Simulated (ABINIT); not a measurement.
Runs of ABINIT 10.8.3 (patched build) on C. Symmetry: Fd-3m, No. 227, cubic system. The conventional cell has a = 3.567 Å, b = 3.567 Å, c = 3.567 Å, α = 90.00°, β = 90.00°, γ = 90.00°. Around C (site symmetry -43m) lie 4 C at 1.54 Å. This isn't the form of C at room conditions, which is graphite.

```tsv
task	level	potentials or basis	k mesh	cutoff (eV)	smearing	stop of the response cycle (tolvrs)	q mesh	acoustic sum rule (asr)	bands in the sums	one-shot functional	mesh quality	gap on the mesh (eV)	pressure (GPa)
phonon dispersion	PBE	PseudoDojo NC SR PBE v0.4.1 standard	4 × 4 × 4, with 4 shifts	1007	fixed	1e-10	2 × 2 × 2	1	-	-	coarse	-	(a)
single point	PBEsol	PseudoDojo NC SR PBEsol v0.4.1 standard	10 × 10 × 10	1116	fermi-dirac 0.05 eV	-	-	-	-	-	not flagged	4.08	-3.2
one-shot levels of the hybrid HF	PBE	PseudoDojo NC SR PBE v0.4.1 standard	8 × 8 × 8	1116	fixed	-	-	-	12	HF	not flagged	(c)	-
dielectric tensor	LDA	PseudoDojo NC SR LDA v0.4.1 standard	6 × 6 × 6, with 4 shifts	1007	fixed	1e-10	-	1	-	-	not flagged	-	-12.0
single point	PBE	PseudoDojo NC SR PBE v0.4.1 standard	10 × 10 × 10	1116	fermi-dirac 0.05 eV	-	-	-	-	-	not flagged	(b)	1.9
effective masses	PBE	PseudoDojo NC SR PBE v0.4.1 standard	9 × 9 × 9	1007	fixed	-	-	-	-	-	not flagged	-	1.2
dielectric tensor	PBEsol	PseudoDojo NC SR PBEsol v0.4.1 standard	6 × 6 × 6, with 4 shifts	1007	fixed	1e-08	-	1	-	-	not flagged	-	-4.0
optical spectrum	PBEsol	PseudoDojo NC SR PBEsol v0.4.1 standard	8 × 8 × 8, with 4 shifts	1007	fixed	-	-	-	12	-	not flagged	-	-4.0
```

Alike in all rows: no spin polarisation; cell as given.

Problem. Estimate the missing entries.

Solution. (a) 1.1; (b) 4.23; (c) 4.19.

Caveats: some runs use coarse meshes; the cell is more than 3 GPa from zero pressure, which shifts response properties (some runs); the masses are taken at a mesh point that needn't be the band's extremum (some runs); spectra need much finer meshes, so this one isn't converged (some runs).

A k mesh can miss the band edges.

Not every run made on this cell is shown here.
